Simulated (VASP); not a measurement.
# ZnSe (F-43m) in VASP: band structure with PBE0

Aim: the band structure of ZnSe with PBE0.

All numbers are computed with VASP 6.6.1; they aren't measurements. Logs are shortened: lines on timing, memory, paths and dates and some standing lists are left out, and cuts for length are marked.

**Experimental background.**

“Alloy Disordering Effects on the Thermal Conductivity and Energy Gap Temperature Dependence of Cd1−xZnxSe Ternary Crystals Grown by the Bridgman Method”, 2023, pmc:10253836 reports, for a bulk crystal of ZnSe at 300 K: band gap 2.695 ± 0.003 eV (an exciton energy, a little under the gap).

The results are compared with them further down.

### 1 The structure

Symmetry: F-43m, No. 216, cubic system. Conventional cell: a = 5.740 Å, b = 5.740 Å, c = 5.740 Å, α = 90.00°, β = 90.00°, γ = 90.00°. Zn (site symmetry -43m) is surrounded by 4 Se at 2.49 Å. Se (site symmetry -43m) has 4 Zn at 2.49 Å as nearest neighbours.

### 2 Band structure, PBE0

POSCAR

```
ZnSe                                    
1.0
    0.0000000000      2.8698678274      2.8698678274
    2.8698678274     -0.0000000000      2.8698678274
    2.8698678274      2.8698678274     -0.0000000000
  Zn              Se            
     1     1
Direct
     0.0000000000000000    0.0000000000000000    0.0000000000000000
     0.2500000000000000    0.2500000000000000    0.2500000000000000
```

INCAR.step1

```
  ALGO = Normal
  EDIFF = 1E-5
  ENCUT = 520
  GGA = PE
  ISIF = 2
  ISMEAR = 0
  KPAR = 4
  LASPH = T
  LCHARG = F
  LREAL = F
  LWAVE = T
  NBANDS = 16
  NELM = 60
  PREC = Accurate
  SIGMA = 0.02
```

INCAR.step2

```
  AEXX = 0.25
  ALGO = Normal
  EDIFF = 1E-7
  ENCUT = 520
  GGA = PE
  HFRCUT = -1
  ISIF = 2
  ISMEAR = 0
  ISTART = 1
  KPAR = 4
  LASPH = T
  LCHARG = F
  LHFCALC = T
  LREAL = F
  LWAVE = F
  NBANDS = 16
  NELM = 60
  PREC = Accurate
  PRECFOCK = Fast
  SIGMA = 0.02
```

KPOINTS

```
k-points
0
Gamma
  6 6 6
```

KPOINTS_OPT

```
path GXWKGLUWLK,UX
10
line-mode
reciprocal
 0.0000000000  0.0000000000  0.0000000000  G
 0.5000000000  0.0000000000  0.5000000000  X

 0.5000000000  0.0000000000  0.5000000000  X
 0.5000000000  0.2500000000  0.7500000000  W

 0.5000000000  0.2500000000  0.7500000000  W
 0.3750000000  0.3750000000  0.7500000000  K

 0.3750000000  0.3750000000  0.7500000000  K
 0.0000000000  0.0000000000  0.0000000000  G

 0.0000000000  0.0000000000  0.0000000000  G
 0.5000000000  0.5000000000  0.5000000000  L

 0.5000000000  0.5000000000  0.5000000000  L
 0.6250000000  0.2500000000  0.6250000000  U

 0.6250000000  0.2500000000  0.6250000000  U
 0.5000000000  0.2500000000  0.7500000000  W

 0.5000000000  0.2500000000  0.7500000000  W
 0.5000000000  0.5000000000  0.5000000000  L

 0.5000000000  0.5000000000  0.5000000000  L
 0.3750000000  0.3750000000  0.7500000000  K

 0.6250000000  0.2500000000  0.6250000000  U
 0.5000000000  0.0000000000  0.5000000000  X
```

Potentials or basis: VASP PAW PBE potentials, release 64 (Zn, Se).

Run with:

```sh
cat potpaw_PBE.64/Zn/POTCAR potpaw_PBE.64/Se/POTCAR > POTCAR
cp INCAR.step1 INCAR
mpirun -np 4 vasp_std > vasp.out
cp INCAR.step2 INCAR
mpirun -np 4 vasp_std > vasp.out
```

OUTCAR:

```text
AEXX = 0.25
   EDIFF = 1E-7
   ENCUT = 520
   GGA = PE
   ISIF = 2
   ISMEAR = 0
   ISTART = 1
   LASPH = T
   LHFCALC = T
   LREAL = F
   NELM = 60
   PREC = Accurate
   PRECFOCK = Fast

 ion  position               nearest neighbor table
   1  0.000  0.000  0.000-   2 2.49   2 2.49   2 2.49   2 2.49
   2  0.250  0.250  0.250-   1 2.49   1 2.49   1 2.49   1 2.49

  LATTYP: Found a face centered cubic cell.
 ALAT       =     5.7397356548

  Lattice vectors:

 A1 = (   0.0000000000,   2.8698678274,   2.8698678274)
 A2 = (   2.8698678274,   0.0000000000,   2.8698678274)
 A3 = (   2.8698678274,   2.8698678274,   0.0000000000)

Analysis of symmetry for initial positions (statically):
=====================================================================
 Subroutine PRICEL returns:
 Original cell was already a primitive cell.

 Routine SETGRP: Setting up the symmetry group for a
 face centered cubic supercell.

 Subroutine GETGRP returns: Found 24 space group operations
 (whereof 24 operations were pure point group operations)
 out of a pool of 48 trial point group operations.

The static configuration has the point symmetry T_d .

Analysis of symmetry for dynamics (positions and initial velocities):
=====================================================================
 Subroutine PRICEL returns:
 Original cell was already a primitive cell.

 Routine SETGRP: Setting up the symmetry group for a
 face centered cubic supercell.

 Subroutine GETGRP returns: Found 24 space group operations
 (whereof 24 operations were pure point group operations)
 out of a pool of 48 trial point group operations.

The dynamic configuration has the point symmetry T_d .

 Subroutine INISYM returns: Found 24 space group operations
 (whereof 24 operations are pure point group operations),
 and found     1 'primitive' translations

----------------------------------------------------------------------------------------

                                     Primitive cell

  volume of cell :      47.2733

  direct lattice vectors                    reciprocal lattice vectors
     0.000000000  2.869867827  2.869867827    -0.174224051  0.174224051  0.174224051
     2.869867827  0.000000000  2.869867827     0.174224051 -0.174224051  0.174224051
     2.869867827  2.869867827  0.000000000     0.174224051  0.174224051 -0.174224051

  length of vectors
     4.058606004  4.058606004  4.058606004     0.301764909  0.301764909  0.301764909

  position of ions in fractional coordinates (direct lattice)
     0.000000000  0.000000000  0.000000000
     0.250000000  0.250000000  0.250000000

  ion indices of the primitive-cell ions
   primitive index   ion index
                 1           1
                 2           2

----------------------------------------------------------------------------------------

 KPOINTS: k-points

Automatic generation of k-mesh.
 Grid dimensions read from file:
 generate k-points for:    6    6    6

 Generating k-lattice:

  Cartesian coordinates                     Fractional coordinates (reciprocal lattice)
    -0.029037342  0.029037342  0.029037342     0.166666667  0.000000000  0.000000000
     0.029037342 -0.029037342  0.029037342     0.000000000  0.166666667  0.000000000
     0.029037342  0.029037342 -0.029037342     0.000000000  0.000000000  0.166666667

  Length of vectors
     0.050294152  0.050294152  0.050294152

  Shift w.r.t. Gamma in fractional coordinates (k-lattice)
     0.000000000  0.000000000  0.000000000

 Subroutine IBZKPT returns following result:
 ===========================================

 Found     16 irreducible k-points:

 Following reciprocal coordinates:
            Coordinates               Weight
  0.000000  0.000000  0.000000      1.000000
  0.166667  0.000000  0.000000      8.000000
  0.333333  0.000000  0.000000      8.000000
  0.500000  0.000000  0.000000      4.000000
  0.166667  0.166667  0.000000      6.000000
  0.333333  0.166667  0.000000     24.000000
[... 8 lines left out ...]
 -0.333333  0.333333  0.166667     24.000000
 -0.333333  0.500000  0.166667     12.000000
   k-points           NKPTS =     16   k-points in BZ     NKDIM =    216   number of bands    NBANDS=     16
   number of dos      NEDOS =    301   number of ions     NIONS =      2
   total plane-waves  NPLWV =  27000
   dimension x,y,z NGX =    30 NGY =   30 NGZ =   30
   dimension x,y,z NGXF=    60 NGYF=   60 NGZF=   60
   ions per type =               1   1
   NGX,Y,Z   is equivalent  to a cutoff of  12.29, 12.29, 12.29 a.u.
   NGXF,Y,Z  is equivalent  to a cutoff of  24.58, 24.58, 24.58 a.u.
 SYSTEM =  unknown system
   PREC   = accura    normal or accurate (medium, high low for compatibility)
   ISTART =      1    job   : 0-new  1-cont  2-samecut
   ICHARG =      0    charge: 1-file 2-atom 10-const
   ISPIN  =      1    spin polarized calculation?
   LNONCOLLINEAR =      F non collinear calculations
   LSORBIT =      F    spin-orbit coupling
   LASPH  =      T    aspherical Exc in radial PAW
   ENCUT  =  520.0 eV  38.22 Ry    6.18 a.u.   7.55  7.55  7.55*2*pi/ulx,y,z
   NELM   =     60;   NELMIN=  2; NELMDL=  0     # of ELM steps
   EDIFF  = 0.1E-06   stopping-criterion for ELM
   LREAL  =      F    real-space projection
   EDIFFG = 0.1E-05   stopping-criterion for IOM
   NSW    =      0    number of steps for IOM
   IBRION =     -1    ionic relax: 0-MD 1-quasi-New 2-CG
   NFREE  =      0    steps in history (QN), initial steepest desc. (CG)
   ISIF   =      2    stress and relaxation
   ISYM   =      3    0-nonsym 1-usesym 2-fastsym
   POTIM  = 0.5000    time-step for ionic-motion
   TEBEG  =    0.0;   TEEND  =   0.0 temperature during run
   PSTRESS=    0.0 pullay stress
   NELECT =      18.0000    total number of electrons
   NUPDOWN=      -1.0000    fix difference up-down
   EMIN   =  10.00;   EMAX   =-10.00  energy-range for DOS
   EFERMI =   0.00;   METHOD = LEGACY
   ISMEAR =     0;   SIGMA  =   0.02  broadening in eV -4-tet -1-fermi 0-gaus
   EFERMI_NEDOS =   21; number of points for ismear=-14 and -15
   IALGO  =     38    algorithm
   IMIX   =      1    mixing-type and parameters
     AMIX     =   0.40;   BMIX     =  1.00
     AMIX_MAG =   1.60;   BMIX_MAG =  1.00
  volume/ion in A,a.u.               =      23.64       159.51
  Fermi-wavevector in a.u.,A,eV,Ry     =   1.186571  2.242294 19.156336  1.407951
  Thomas-Fermi vector in A             =   2.322741
   LORBIT       =      0    0 simple, 1 ext, 2 COOP (PROOUT), +10 PAW based schemes
   GGA     = PE    functional components
   LHFCALC =     T    Hartree Fock is set to
   PRECFOCK=fast      Normal, Fast or Accurate (Low or Medium for compatibility)
   ENCUT4O =  -1.0   cutoff for four orbital integrals eV
   NKREDX  =     1    reduce k-point grid by
   NKREDY  =     1    reduce k-point grid by
   NKREDZ  =     1    reduce k-point grid by
   AEXX    =    0.2500 exact exchange contribution
   HFSCREEN=    0.0000 screening length (either q_TF or 0.3 A-1)
   HFSCREENC=   0.0000 screening length for correlation (either q_TF or 0.3 A-1)
   ENCUTFOCK=  -1.0 apply spherical cutoff to Coloumb kernel
   IVDW    =     0    specifies the selected vdW correction
   LEPSILON=     F    determine dielectric tensor
   LRPA    =     F    only Hartree local field effects (RPA)
 non-spin polarized calculation
 Gauss-broadening in eV      SIGMA  =   0.02
  energy-cutoff  :      520.00
  volume of cell :       47.27
 maximum number of plane-waves:      1303
  NGX = 18; NGY = 18; NGZ = 18

 number of electron      18.0000016 magnetization

 Free energy of the ion-electron system (eV)
  ---------------------------------------------------
  ext. energy  EPLUGINS =         0.00000000
  ---------------------------------------------------
  free energy    TOTEN  =        -7.95992655 eV

  energy without entropy =       -7.95992655  energy(sigma->0) =       -7.95992655

 E-fermi :   0.4465     XC(G=0):  -7.2251

 val. band max:        0.3030463955   @ k =   0.0000   0.0000   0.0000
 cond. band min:       3.1622401767   @ k =   0.0000   0.0000   0.0000
 fundamental gap:      2.8591937812
 Fermi energy:         0.4465493284

 k-point     1 :       0.0000    0.0000    0.0000
  band No.  band energies     occupation
      1     -13.9102      2.00000
      2      -7.8402      2.00000
      3      -7.8402      2.00000
      4      -7.8402      2.00000
      5      -7.5413      2.00000
      6      -7.5413      2.00000
[... 8 lines left out ...]
     15      13.6450      0.00000
     16      13.6450      0.00000

 k-point     2 :       0.1667    0.0000    0.0000
  band No.  band energies     occupation
      1     -13.7313      2.00000
      2      -7.8184      2.00000
      3      -7.8184      2.00000
      4      -7.8003      2.00000
      5      -7.5429      2.00000
      6      -7.5429      2.00000
[... 8 lines left out ...]
     15      12.5976      0.00000
     16      13.1783      0.00000

 k-point     3 :       0.3333    0.0000    0.0000
  band No.  band energies     occupation
      1     -13.3369      2.00000
      2      -7.7811      2.00000
      3      -7.7811      2.00000
      4      -7.6120      2.00000
      5      -7.5376      2.00000
      6      -7.5376      2.00000
[... 8 lines left out ...]
     15      13.2302      0.00000
     16      13.2302      0.00000

 k-point     4 :       0.5000    0.0000    0.0000
  band No.  band energies     occupation
      1     -13.1129      2.00000
      2      -7.7671      2.00000
      3      -7.7671      2.00000
      4      -7.5294      2.00000
      5      -7.5294      2.00000
      6      -7.3724      2.00000
[... 8 lines left out ...]
     15      15.3746      0.00000
     16      15.3746      0.00000
[... 172 lines left out ...]
 k-point    14 :       0.5000    0.3333    0.1667
  band No.  band energies     occupation
      1     -13.0637      2.00000
      2      -7.7351      2.00000
      3      -7.7249      2.00000
      4      -7.6138      2.00000
      5      -7.5276      2.00000
      6      -7.4319      2.00000
[... 8 lines left out ...]
     15      15.1182      0.00000
     16      16.5873      0.00000

 k-point    15 :      -0.3333    0.3333    0.1667
  band No.  band energies     occupation
      1     -12.9138      2.00000
      2      -7.7282      2.00000
      3      -7.7039      2.00000
      4      -7.5728      2.00000
      5      -7.5409      2.00000
      6      -7.2789      2.00000
[... 8 lines left out ...]
     15      15.2403      0.00000
     16      16.3147      0.00000

 k-point    16 :      -0.3333    0.5000    0.1667
  band No.  band energies     occupation
      1     -12.8437      2.00000
      2      -7.7143      2.00000
      3      -7.6763      2.00000
      4      -7.6011      2.00000
      5      -7.5281      2.00000
      6      -7.2565      2.00000
[... 8 lines left out ...]
     15      16.0735      0.00000
     16      16.3378      0.00000

------------------------ aborting loop because EDIFF is reached ----------------------------------------

  FORCE on cell =-STRESS in cart. coord.  units (eV):
  Direction    XX          YY          ZZ          XY          YZ          ZX
  --------------------------------------------------------------------------------------
  -------------------------------------------------------------------------------------
  Total       -0.4110120     -0.4110120     -0.4110120     -0.0000000     -0.0000000      0.0000000
  in kB      -13.9299449    -13.9299449    -13.9299449     -0.0000000     -0.0000000      0.0000000
  external PRESSURE =     -13.9299449 kB  Pullay stress =       0.0000000 kB

 VOLUME and BASIS-vectors are now :
 -----------------------------------------------------------------------------
  energy-cutoff  :      520.00
  volume of cell :       47.27
      direct lattice vectors                 reciprocal lattice vectors
     0.000000000  2.869867827  2.869867827    -0.174224051  0.174224051  0.174224051
     2.869867827  0.000000000  2.869867827     0.174224051 -0.174224051  0.174224051
     2.869867827  2.869867827  0.000000000     0.174224051  0.174224051 -0.174224051

 POSITION                                       TOTAL-FORCE (eV/Angst)
 -----------------------------------------------------------------------------------
      0.00000      0.00000      0.00000         0.000000      0.000000     -0.000000
      1.43493      1.43493      1.43493        -0.000000     -0.000000      0.000000
 -----------------------------------------------------------------------------------
    total drift:                                0.000022      0.000020      0.000013

  FREE ENERGIE OF THE ION-ELECTRON SYSTEM (eV)
  ---------------------------------------------------
  free  energy   TOTEN  =        -7.9599265532 eV

  energy  without entropy=       -7.9599265532  energy(sigma->0) =       -7.95992655
```

Wall time 59 min (4 MPI ranks of AMD EPYC 7R43 (Zen 3), shared host); peak memory 0.25 GiB.

What came out:

| Quantity | Value |
| --- | --- |
| Free energy | -7.9599 eV |
| Pressure | -1.4 GPa |
| Band gap on the k mesh | 2.86 eV, direct |
| Band gap along the path | 2.86 eV, direct |

Levels at the corners of the path, in eV from the valence-band top:
```
point  band 7  band 8  band 9  band 10  band 11  band 12
    Γ    0.00    0.00    0.00     2.86     7.65     7.65
    X   -5.02   -2.21   -2.21     4.60     5.18    12.58
    X   -5.02   -2.21   -2.21     4.60     5.18    12.58
    W   -4.80   -2.89   -2.66     7.12     7.41     8.82
    W   -4.80   -2.89   -2.66     7.12     7.41     8.82
    K   -4.87   -3.17   -1.81     5.27     7.37    10.84
    K   -4.87   -3.17   -1.81     5.27     7.37    10.84
    Γ    0.00    0.00    0.00     2.86     7.65     7.65
    Γ    0.00    0.00    0.00     2.86     7.65     7.65
    L   -5.37   -0.88   -0.88     4.23     8.20     8.20
    L   -5.37   -0.88   -0.88     4.23     8.20     8.20
    U   -4.87   -3.17   -1.81     5.27     7.37    10.84
    U   -4.87   -3.17   -1.81     5.27     7.37    10.84
    W   -4.80   -2.89   -2.66     7.12     7.41     8.82
    W   -4.80   -2.89   -2.66     7.12     7.41     8.82
    L   -5.37   -0.88   -0.88     4.23     8.20     8.20
    L   -5.37   -0.88   -0.88     4.23     8.20     8.20
    K   -4.87   -3.17   -1.81     5.27     7.37    10.84
    U   -4.87   -3.17   -1.81     5.27     7.37    10.84
    X   -5.02   -2.21   -2.21     4.60     5.18    12.58
```

Caveat: the PAW data sets were made with another functional, which shifts forces and pressure a little.

### 3 How close it comes

Step 2. Against the measured gap of ZnSe, 2.695 eV (an exciton energy, a little under the gap; 300 K; “Alloy Disordering Effects on the Thermal Conductivity and Energy Gap Temperature Dependence of Cd1−xZnxSe Ternary Crystals Grown by the Bridgman Method”, 2023, pmc:10253836), the calculated 2.86 eV is off by +0.16 eV. Spin-orbit coupling on Se is left out. The value is that of PBE0, without temperature or zero-point motion.
